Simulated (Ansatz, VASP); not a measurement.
AlN: VASP beside Ansatz

```xyz
2
Lattice="0.0000 1.9795 1.9795 1.9795 0.0000 1.9795 1.9795 1.9795 0.0000" Properties=species:S:1:pos:R:3 pbc="T T T"
Al    1.9795    1.9795    1.9795
N     0.0000    0.0000    0.0000
```

Alike in both runs: task single point; functional PBE; k mesh 10 × 10 × 10; occupations gaussian, width 0.05 eV; no spin polarisation.

|  | VASP | Ansatz |
| --- | --- | --- |
| version | VASP 6.6.1 | Ansatz 0.2.0 |
| potentials or method | VASP PAW PBE potentials, release 64 (Al, N) | scalar-relativistic, plane waves, PAW |
| plane-wave cutoff (eV) | 520 | 420 |
| valence electrons in the cell | 8 | 8 |

```tsv
	VASP	Ansatz	Ansatz less VASP
gap on the k mesh at the Fermi level (eV)	5.19	5.18	-0.013
least direct gap on the mesh (eV)	6.62	6.60	-0.018
pressure (GPa)	24.3	24.8	+0.43
```

Caveats: so large a pressure means that the cell lies far from this level's equilibrium, or that cutoff or potentials fall short (VASP). A k mesh can miss the band edges.
